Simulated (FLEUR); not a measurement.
CuO:

```
CELL_PARAMETERS angstrom
4.16094 0.00000 0.00000
0.00000 4.16094 0.00000
0.00000 0.00000 3.88764
ATOMIC_POSITIONS crystal
Cu 0.50000 0.00000 0.50000
Cu 0.00000 0.50000 0.50000
Cu 0.00000 0.00000 0.00000
O 0.00000 0.00000 0.50000
O 0.50000 0.00000 0.00000
O 0.00000 0.50000 0.00000
```

Measurements of this composition are mostly on another form, of space group No. 15.

Program: FLEUR MaX-R8.1 (later development tree). Alike in all runs: task single point; level PBE; potentials or basis all-electron, FLAPW; no spin polarisation; cell as given; k mesh 7 × 7 × 7; smearing fermi-dirac 0.05 eV. Hardware: 1 thread of Arm Neoverse V2, on a shared host.

Order these runs on this cell by their wall time, lowest first.
A. inpgen profile precise; gmax 25 1/bohr; lmax Cu 10, O 7; lnonsphr Cu 8, O 5; kmax 5 1/bohr
B. inpgen profile moderate; gmax 22.5 1/bohr; lmax Cu 7, O 6; lnonsphr Cu 5, O 4; kmax 4.5 1/bohr
C. inpgen profile fast; gmax 20 1/bohr; lmax Cu 5, O 4; lnonsphr Cu 3, O 3; kmax 4 1/bohr

C (150 s), B (330 s), A (740 s).

Caveats: an odd number of electrons without spin polarisation forces a metal; a magnetic or distorted state may lie lower; the run has no spin polarisation, though such a crystal can be magnetic; the plane-wave cutoff is short for the small spheres of the light atoms, so energies, forces and moduli aren't converged (some runs).
